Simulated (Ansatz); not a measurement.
We look at the formation energy of Ti3SiC2 (P6₃/mmc) from the elements. Reaction: 2 C (graphite) + Si (diamond) + 3 Ti (hcp) → Ti3SiC2 (P6₃/mmc). The sign is products less reactants. The value is per atom of the solid.

Ti3SiC2 (P6₃/mmc), 12 atoms in the cell; spin state with PBE: run without spin, k-point mesh 12×12×2 on the run's own vectors.
```xyz
12
Lattice="3.0370 0.0000 0.0000 -1.5185 2.6301 0.0000 0.0000 0.0000 17.5360" Properties=species:S:1:pos:R:3 pbc="T T T"
Ti     1.5185     0.8767     6.3910
Ti     0.0000     1.7534    11.1451
Ti     0.0000     1.7534    15.1590
Ti     1.5185     0.8767     2.3770
Ti     0.0000     0.0000     8.7680
Ti     0.0000     0.0000     0.0000
Si     0.0000     0.0000    13.1520
Si     0.0000     0.0000     4.3840
C      0.0000     1.7534     7.4982
C      1.5185     0.8767    10.0378
C      1.5185     0.8767    16.2662
C      0.0000     1.7534     1.2698
```

C (graphite, P6₃/mmc), 4 atoms in the cell, k-point mesh 18×18×6 on the run's own vectors. Conventional cell: a = b = 2.4650 Å, c = 6.7419 Å, α = β = 90.00°, γ = 120.00°.

Si (diamond, Fd-3m), 2 atoms in the cell, k-point mesh 10×10×10 on the run's own vectors. Conventional cell: a = b = c = 5.4214 Å, α = β = γ = 90.00°.

Ti (hcp, P6₃/mmc), 2 atoms in the cell; spin state with PBE: run without spin, k-point mesh 24×24×14 on the run's own vectors. Conventional cell: a = b = 2.887 Å, c = 4.577 Å, α = β = 90.00°, γ = 120.00°.

Plane-wave PAW calculations with Ansatz (a quantum-chemistry and plane-wave program), its default PAW set, cutoff 420 eV, 500 eV for r2SCAN. The structures are at rest with PBE+D3(BJ); other levels are single points on them. Neutral cells; Fermi-Dirac smearing of at most 0.10 eV in the solids, energies taken to zero width. The lattices are those relaxed with PBE+D3(BJ), so at other levels the solids can be strained, which adds to the spread. A dispersion term (D3(BJ), or D4 for r2SCAN) was computed beside these levels and is taken off wherever the name lacks it. No zero-point or thermal terms. The structures are the rest points that the relaxations reached, not proven lowest.

Q: Give the value at the level r2SCAN.

A: -0.94 eV/atom, for 2 C (graphite) + Si (diamond) + 3 Ti (hcp) → Ti3SiC2 (P6₃/mmc).

Q: What do the other levels give, and how wide is the spread?

A: 
```tsv
Level	value (eV/atom)	less r2SCAN
PBE	-0.84	0.10
PBE+D3(BJ)	-0.91	0.03
```

The levels span 0.10 eV/atom, from r2SCAN (-0.94) to PBE (-0.84).
